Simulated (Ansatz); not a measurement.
GaN, GaP, GaSb: one prototype (zincblende), with N, P, Sb on the same site. Each was relaxed with r2SCAN in the plane-wave code Ansatz, and the gaps are read on those cells (d direct, i indirect). Non-magnetic throughout; all numbers are computed.

```json
{"compound": "GaN", "a (Å)": "4.498", "gap, r2SCAN (eV)": "2.17 d (Γ)", "gap, HSE06 (eV)": "3.01 d (Γ)", "gap, PBE+SOC (eV)": "1.75 d (Γ)"}
{"compound": "GaSb", "a (Å)": "6.132", "gap, r2SCAN (eV)": "0.41 d (Γ)", "gap, HSE06 (eV)": "0.77 d (Γ)", "gap, PBE+SOC (eV)": "0"}
```

Problem. Fill in the row for GaP.

Solution.
```csv
compound,a (Å),"gap, r2SCAN (eV)","gap, HSE06 (eV)","gap, PBE+SOC (eV)"
GaP,5.451,1.84 i (Γ → Γ–X (0.85)),2.26 i (Γ → Γ–X (0.85)),1.56 i (Γ → Γ–X (0.85))
```
Around Ga lie 4 P at 2.36 Å; around P lie 4 Ga at 2.36 Å.

Only the levels marked +SOC include spin-orbit coupling.

Where an edge lies off the special points, it is a point of the mesh or the k point where a search put PBE's edge or least direct gap, reused for the other functionals, whose own edges may lie a little apart.

The meshes of the hybrids are coarse, so their gaps aren't converged to the digits shown.
